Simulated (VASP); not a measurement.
# Y (P6_3/mmc) in VASP: further runs

Aim: see how the results for Y move with the level of theory and the settings. Levels: PBEsol, LDA. Tasks: relaxation of cell and atoms.

All numbers are computed with VASP 6.6.1; they aren't measurements. Logs are shortened: lines on timing, memory, paths and dates and some standing lists are left out, and cuts for length are marked.

**1. Starting point**

It takes space group P6_3/mmc (No. 194, hexagonal). Conventional cell: a = 3.643 Å, b = 3.643 Å, c = 5.879 Å, α = 90.00°, β = 90.00°, γ = 120.00°. Y (site symmetry -6m2) is surrounded by 12 Y at 3.61 to 3.64 Å.

**2. Relaxation of cell and atoms, PBEsol**

The input, INCAR:

```
SYSTEM = Y
ALGO = Fast
EDIFF = 1E-7
EDIFFG = -0.005
ENCUT = 600
GGA = PS
IBRION = 2
ISIF = 3
ISMEAR = 0
LASPH = .TRUE.
LCHARG = .FALSE.
LREAL = .FALSE.
LWAVE = .FALSE.
NELM = 60
NSW = 90
PREC = Accurate
SIGMA = 0.1
```

The input, KPOINTS:

```
k-points
0
G
  15 15 8
  0 0 0
```

The input, POSCAR:

```
Y
1.0
    3.6425693900      0.0000000000      0.0000000000
   -1.8212847000      3.1545576300      0.0000000000
    0.0000000000      0.0000000000      5.8791583500
Y
2
Direct
    0.3333333300      0.6666666700      0.2500000000
    0.6666666700      0.3333333300      0.7500000000
```

Potentials or basis: VASP PAW PBE potentials, release 64 (Y_sv).

Launch:

```sh
cat potpaw_PBE.64/Y_sv/POTCAR > POTCAR
mpirun -np 1 vasp_std > vasp.out
```

OUTCAR:

```text
SYSTEM = Y
   EDIFF = 1E-7
   EDIFFG = -0.005
   ENCUT = 600
   GGA = PS
   IBRION = 2
   ISIF = 3
   ISMEAR = 0
   LASPH = .TRUE.
   LREAL = .FALSE.
   NELM = 60
   NSW = 90
   PREC = Accurate

 ion  position               nearest neighbor table
   1  0.333  0.667  0.250-   2 3.61   2 3.61   2 3.61   2 3.61   2 3.61   2 3.61
   2  0.667  0.333  0.750-   1 3.61   1 3.61   1 3.61   1 3.61   1 3.61   1 3.61

  LATTYP: Found a hexagonal cell.
 ALAT       =     3.6425693900
 C/A-ratio  =     1.6140140984

  Lattice vectors:

 A1 = (   3.6425693900,   0.0000000000,   0.0000000000)
 A2 = (  -1.8212847000,   3.1545576300,   0.0000000000)
 A3 = (   0.0000000000,   0.0000000000,   5.8791583500)

Analysis of symmetry for initial positions (statically):
=====================================================================
 Subroutine PRICEL returns:
 Original cell was already a primitive cell.

 Routine SETGRP: Setting up the symmetry group for a
 hexagonal supercell.

 Subroutine GETGRP returns: Found 24 space group operations
 (whereof 12 operations were pure point group operations)
 out of a pool of 24 trial point group operations.

The static configuration has the point symmetry D_3d.
 The point group associated with its full space group is D_6h.

Analysis of symmetry for dynamics (positions and initial velocities):
=====================================================================
 Subroutine PRICEL returns:
 Original cell was already a primitive cell.

 Routine SETGRP: Setting up the symmetry group for a
 hexagonal supercell.

 Subroutine GETGRP returns: Found 24 space group operations
 (whereof 12 operations were pure point group operations)
 out of a pool of 24 trial point group operations.

The dynamic configuration has the point symmetry D_3d.
 The point group associated with its full space group is D_6h.

 Subroutine INISYM returns: Found 24 space group operations
 (whereof 12 operations are pure point group operations),
 and found     1 'primitive' translations

----------------------------------------------------------------------------------------

                                     Primitive cell

  volume of cell :      67.5556

  direct lattice vectors                    reciprocal lattice vectors
     3.642569390  0.000000000  0.000000000     0.274531489  0.158500830  0.000000000
    -1.821284700  3.154557630  0.000000000     0.000000000  0.317001658  0.000000000
     0.000000000  0.000000000  5.879158350     0.000000000  0.000000000  0.170092374

  length of vectors
     3.642569390  3.642569395  5.879158350     0.317001659  0.317001658  0.170092374

  position of ions in fractional coordinates (direct lattice)
     0.333333330  0.666666670  0.250000000
     0.666666670  0.333333330  0.750000000

  ion indices of the primitive-cell ions
   primitive index   ion index
                 1           1
                 2           2

----------------------------------------------------------------------------------------

 KPOINTS: k-points

Automatic generation of k-mesh.
 Grid dimensions read from file:
 generate k-points for:   15   15    8

 Generating k-lattice:

  Cartesian coordinates                     Fractional coordinates (reciprocal lattice)
     0.018302099  0.010566722  0.000000000     0.066666667 -0.000000000  0.000000000
     0.000000000  0.021133444  0.000000000     0.000000000  0.066666667  0.000000000
     0.000000000  0.000000000  0.021261547     0.000000000  0.000000000  0.125000000

  Length of vectors
     0.021133444  0.021133444  0.021261547

  Shift w.r.t. Gamma in fractional coordinates (k-lattice)
     0.000000000  0.000000000  0.000000000

 Subroutine IBZKPT returns following result:
 ===========================================

 Found    135 irreducible k-points:

 Following reciprocal coordinates:
            Coordinates               Weight
  0.000000  0.000000  0.000000      1.000000
  0.066667  0.000000  0.000000      6.000000
  0.133333  0.000000  0.000000      6.000000
  0.200000 -0.000000  0.000000      6.000000
  0.266667  0.000000  0.000000      6.000000
  0.333333  0.000000  0.000000      6.000000
[... 16 lines left out ...]
  0.333333  0.200000  0.000000     12.000000
  0.400000  0.200000  0.000000      6.000000
 [... further k-points ...]
   k-points           NKPTS =    135   k-points in BZ     NKDIM =    135   number of bands    NBANDS=     15
   number of dos      NEDOS =    301   number of ions     NIONS =      2
   total plane-waves  NPLWV =  43200
   dimension x,y,z NGX =    30 NGY =   30 NGZ =   48
   dimension x,y,z NGXF=    60 NGYF=   60 NGZF=   96
   ions per type =               2
   NGX,Y,Z   is equivalent  to a cutoff of  13.69, 13.69, 13.57 a.u.
   NGXF,Y,Z  is equivalent  to a cutoff of  27.38, 27.38, 27.15 a.u.
 SYSTEM =  Y
   PREC   = accura    normal or accurate (medium, high low for compatibility)
   ISTART =      0    job   : 0-new  1-cont  2-samecut
   ICHARG =      2    charge: 1-file 2-atom 10-const
   ISPIN  =      1    spin polarized calculation?
   LNONCOLLINEAR =      F non collinear calculations
   LSORBIT =      F    spin-orbit coupling
   LASPH  =      T    aspherical Exc in radial PAW
   ENCUT  =  600.0 eV  44.10 Ry    6.64 a.u.   7.28  7.28 11.74*2*pi/ulx,y,z
   NELM   =     60;   NELMIN=  2; NELMDL= -5     # of ELM steps
   EDIFF  = 0.1E-06   stopping-criterion for ELM
   LREAL  =      F    real-space projection
   EDIFFG = -.5E-02   stopping-criterion for IOM
   NSW    =     90    number of steps for IOM
   IBRION =      2    ionic relax: 0-MD 1-quasi-New 2-CG
   NFREE  =      1    steps in history (QN), initial steepest desc. (CG)
   ISIF   =      3    stress and relaxation
   ISYM   =      2    0-nonsym 1-usesym 2-fastsym
   POTIM  = 0.5000    time-step for ionic-motion
   TEBEG  =    0.0;   TEEND  =   0.0 temperature during run
   PSTRESS=    0.0 pullay stress
   NELECT =      22.0000    total number of electrons
   NUPDOWN=      -1.0000    fix difference up-down
   EMIN   =  10.00;   EMAX   =-10.00  energy-range for DOS
   EFERMI =   0.00;   METHOD = LEGACY
   ISMEAR =     0;   SIGMA  =   0.10  broadening in eV -4-tet -1-fermi 0-gaus
   EFERMI_NEDOS =   21; number of points for ismear=-14 and -15
   IALGO  =     68    algorithm
   IMIX   =      4    mixing-type and parameters
     AMIX     =   0.40;   BMIX     =  1.00
     AMIX_MAG =   1.60;   BMIX_MAG =  1.00
  volume/ion in A,a.u.               =      33.78       227.94
  Fermi-wavevector in a.u.,A,eV,Ry     =   1.126320  2.128437 17.260315  1.268597
  Thomas-Fermi vector in A             =   2.263002
   LORBIT       =      0    0 simple, 1 ext, 2 COOP (PROOUT), +10 PAW based schemes
   GGA     = PS    functional components
   LHFCALC =     F    Hartree Fock is set to
   AEXX    =    0.0000 exact exchange contribution
   IVDW    =     0    specifies the selected vdW correction
   LEPSILON=     F    determine dielectric tensor
   LRPA    =     F    only Hartree local field effects (RPA)
 conjugate gradient relaxation of ions
 non-spin polarized calculation
 RMM-DIIS sequential band-by-band and
 Gauss-broadening in eV      SIGMA  =   0.10
  energy-cutoff  :      600.00
  volume of cell :       67.56
 maximum number of plane-waves:      2297
 NGX is ok and might be reduce to    30
   NGX = 15   NGY = 15   NGZ = 23

--------------------------------------- Ionic step        1  -------------------------------------------

 number of electron      22.0000001 magnetization

 Free energy of the ion-electron system (eV)
  ---------------------------------------------------
  ext. energy  EPLUGINS =         0.00000000
  ---------------------------------------------------
  free energy    TOTEN  =       -13.58708158 eV

  energy without entropy =      -13.56545415  energy(sigma->0) =      -13.57626786

------------------------ aborting loop because EDIFF is reached ----------------------------------------

  FORCE on cell =-STRESS in cart. coord.  units (eV):
  Direction    XX          YY          ZZ          XY          YZ          ZX
  --------------------------------------------------------------------------------------
  -------------------------------------------------------------------------------------
  Total       -0.9597920     -0.9597920     -1.8486638      0.0000000      0.0000000      0.0000000
  in kB      -22.7628303    -22.7628303    -43.8436861      0.0000000      0.0000000      0.0000000
  external PRESSURE =     -29.7897822 kB  Pullay stress =       0.0000000 kB
[... 237 lines left out ...]
  energy  without entropy=      -13.6324672640  energy(sigma->0) =      -13.64112299

--------------------------------------- Ionic step        8  -------------------------------------------

 number of electron      22.0000000 magnetization

 Free energy of the ion-electron system (eV)
  ---------------------------------------------------
  ext. energy  EPLUGINS =         0.00000000
  ---------------------------------------------------
  free energy    TOTEN  =       -13.64978273 eV

  energy without entropy =      -13.63244549  energy(sigma->0) =      -13.64111411

 E-fermi :   3.1254     XC(G=0):  -9.7330

 val. band max:        3.1141876730   @ k =   0.4000   0.0667   0.2500
 cond. band min:       3.1366745915   @ k =   0.2000   0.0667   0.3750
 fundamental gap:      0.0224869185
 Fermi energy:         3.1254440604

 k-point     1 :       0.0000    0.0000    0.0000
  band No.  band energies     occupation
      1     -39.3450      2.00000
      2     -39.2489      2.00000
      3     -19.7180      2.00000
      4     -19.1503      2.00000
      5     -19.1503      2.00000
      6     -19.0388      2.00000
      7     -19.0388      2.00000
      8     -18.9905      2.00000
      9      -1.6486      2.00000
     10       1.1957      2.00000
     11       4.2689      0.00000
     12       4.8942      0.00000
     13       4.8942      0.00000
     14       5.3138      0.00000
     15       5.5619      0.00000
[... 397 lines left out ...]
 k-point    24 :       0.4000    0.2000    0.0000
  band No.  band energies     occupation
      1     -39.2612      2.00000
      2     -39.2417      2.00000
      3     -19.5440      2.00000
      4     -19.4190      2.00000
      5     -19.3666      2.00000
      6     -19.3616      2.00000
      7     -19.2205      2.00000
      8     -19.1987      2.00000
      9       1.9360      2.00000
     10       2.3070      2.00000
     11       2.3602      2.00000
     12       2.8109      1.99999
     13       4.2823      0.00000
     14       4.4731      0.00000
     15       5.4548      0.00000

 [... further k-points ...]

------------------------ aborting loop because EDIFF is reached ----------------------------------------

  FORCE on cell =-STRESS in cart. coord.  units (eV):
  Direction    XX          YY          ZZ          XY          YZ          ZX
  --------------------------------------------------------------------------------------
  -------------------------------------------------------------------------------------
  Total       -0.0020685     -0.0020685     -0.0097668      0.0000000     -0.0000000      0.0000000
  in kB       -0.0530704     -0.0530704     -0.2505835      0.0000000     -0.0000000      0.0000000
  external PRESSURE =      -0.1189081 kB  Pullay stress =       0.0000000 kB
[... 17 lines left out ...]
  FREE ENERGIE OF THE ION-ELECTRON SYSTEM (eV)
  ---------------------------------------------------
  free  energy   TOTEN  =       -13.6497827307 eV

  energy  without entropy=      -13.6324454936  energy(sigma->0) =      -13.64111411

 reached required accuracy - stopping structural energy minimisation
```

Run time: 11 min. Hardware: 1 thread of Intel Xeon 6975P-C (Granite Rapids), shared host; peak memory 0.38 GiB.

Results:

```
Free energy                            : -13.6498 eV
Relaxed volume                         : 31.22 Å³/atom
Relaxed cell                           : a = 3.595 Å, b = 3.595 Å, c = 5.579 Å, α = 90.00°, β = 90.00°, γ = 120.00°
Space group after relaxing (to 0.05 Å) : P6_3/mmc (No. 194)
Energy gained by relaxing              : 31.4 meV/atom
Ionic steps                            : 8
Pressure after relaxing                : 0.0 GPa
Band gap on the k mesh                 : none (metal or under the smearing width)
```

The path:
| step | energy change (eV) | largest force (eV/Å) | pressure (GPa) | volume (Å³) |
| --- | --- | --- | --- | --- |
| 1 | 0.0000 | 0.0000 | -2.98 | 67.56 |
| 2 | -0.0590 | 0.0000 | 0.56 | 61.59 |
| 3 | -0.0596 | 0.0000 | 0.19 | 62.11 |
| 4 | -0.0621 | 0.0000 | 0.10 | 62.27 |
| 5 | -0.0627 | 0.0000 | 0.03 | 62.39 |
| 6 | -0.0627 | 0.0000 | 0.04 | 62.38 |
| 7 | -0.0627 | 0.0000 | 0.04 | 62.38 |
| 8 | -0.0627 | 0.0000 | -0.01 | 62.45 |

Final structure:
```
Y
1.0
     3.59511    0.00000    0.00000
    -1.79755    3.11345    0.00000
     0.00000    0.00000    5.57900
Y
2
Direct
  0.33333 0.66667 0.25000
  0.66667 0.33333 0.75000
```

Caveat: the PAW data sets were made with another functional, which shifts forces and pressure a little.

**3. Relaxation of cell and atoms, LDA**

INCAR, as its differences from that of step 2:

```diff
@@ -5,3 +5,3 @@
 ENCUT = 600
-GGA = PS
+GGA = CA
 IBRION = 2
```

KPOINTS is that of step 2.

POSCAR is that of step 2.

Potentials or basis: VASP PAW LDA potentials, release 64 (Y_sv).

Launch:

```sh
cat potpaw_LDA.64/Y_sv/POTCAR > POTCAR
mpirun -np 1 vasp_std > vasp.out
```

It took 13 min on 1 thread of Intel Xeon 6975P-C (Granite Rapids), shared host; peak memory 0.32 GiB.

It converged, with:

```yaml
Free_energy: -13.9032 eV
Relaxed_volume: 29.83 Å³/atom
Relaxed_cell: a = 3.539 Å, b = 3.539 Å, c = 5.501 Å, α = 90.00°, β = 90.00°, γ = 120.00°
Space_group_after_relaxing_to_0.05_Å: P6_3/mmc (No. 194)
Energy_gained_by_relaxing: 68.0 meV/atom
Ionic_steps: 9
Pressure_after_relaxing: 0.0 GPa
Band_gap_on_the_k_mesh: none (metal or under the smearing width)
```

Step by step:
| step | energy change (eV) | largest force (eV/Å) | pressure (GPa) | volume (Å³) |
| --- | --- | --- | --- | --- |
| 1 | 0.0000 | 0.0000 | -4.65 | 67.56 |
| 2 | -0.1309 | 0.0000 | 0.95 | 58.40 |
| 3 | -0.1337 | 0.0000 | 0.11 | 59.45 |
| 4 | -0.1337 | 0.0000 | -0.01 | 59.60 |
| 5 | -0.1354 | 0.0000 | -0.04 | 59.68 |
| 6 | -0.1361 | 0.0000 | -0.08 | 59.78 |
| 7 | -0.1361 | 0.0000 | -0.08 | 59.77 |
| 8 | -0.1361 | 0.0000 | 0.03 | 59.62 |
| 9 | -0.1361 | 0.0000 | 0.01 | 59.67 |

Final structure:
```cif
data_structure
_symmetry_space_group_name_H-M 'P 1'
_symmetry_Int_Tables_number 1
_cell_length_a 3.5389
_cell_length_b 3.5389
_cell_length_c 5.5015
_cell_angle_alpha 90.000
_cell_angle_beta 90.000
_cell_angle_gamma 120.000
_cell_volume 59.67
loop_
_atom_site_label
_atom_site_type_symbol
_atom_site_fract_x
_atom_site_fract_y
_atom_site_fract_z
_atom_site_occupancy
Y1 Y 0.33333 0.66667 0.25000 1
Y2 Y 0.66667 0.33333 0.75000 1
```

Levels at points of the mesh, in eV from the Fermi level:
```tsv
k point	band 7	band 8	band 9	band 10	band 11	band 12	band 13	band 14	band 15
(0.00, 0.00, 0.00)	-21.99	-21.94	-4.82	-2.02	1.35	1.75	1.75	2.18	2.45
(0.00, 0.00, 0.50)	-22.06	-22.06	-3.24	-3.24	1.01	1.01	1.65	1.65	1.65
```
